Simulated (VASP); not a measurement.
A run of VASP 6.6.1 is set up as follows.

The input INCAR:

```
SYSTEM = Al
ALGO     = Normal         ! electronic algorithm
EDIFF    = 1E-7           ! SCF threshold, eV
ENCUT    = 520            ! plane-wave cutoff, eV
GGA      = RP             ! functional
ISIF     = 2              ! what is computed and relaxed
ISMEAR   = -1             ! smearing method
LASPH    = .TRUE.         ! aspherical terms in the spheres
LCHARG   = .TRUE.         ! write CHGCAR
LELF     = .TRUE.         ! ELF
LREAL    = .FALSE.        ! projectors in reciprocal space
LVHAR    = .TRUE.       
LWAVE    = .FALSE.        ! write WAVECAR
NBANDS   = 12             ! bands
NELM     = 60             ! most SCF steps
PREC     = Accurate       ! precision mode
SIGMA    = 0.1            ! smearing width, eV
```

KPOINTS

```
k-points
0
G
  9 9 12
  0 0 0
```

Contents of POSCAR:

```
Al
1.0
    4.4852353217      0.0000000000      0.0000000000
   -2.2426176608      3.8843277305      0.0000000000
    0.0000000000      0.0000000000      2.7768690378
Al
3
Direct
    1.0000000000      0.0000000000      0.0000000000
    0.3333333333      0.6666666667      0.5000000000
    0.6666666667      0.3333333333      0.5000000000
```

Potentials or basis: VASP PAW PBE potentials, release 64 (Al).

Run with:

```sh
$ cat potpaw_PBE.64/Al/POTCAR > POTCAR
$ mpirun -np 1 vasp_std > vasp.out
```

Task: Predict the pressure.

Result: 6.5 GPa.

Task: Estimate the band gap on the k mesh.

Result: None (metal or under the smearing width).

Stress tensor (GPa, compression positive):
```
7.44 0.00 0.00
0.00 7.44 0.00
0.00 0.00 4.66
```

Caveat: the PAW data sets were made with another functional, which shifts forces and pressure a little.
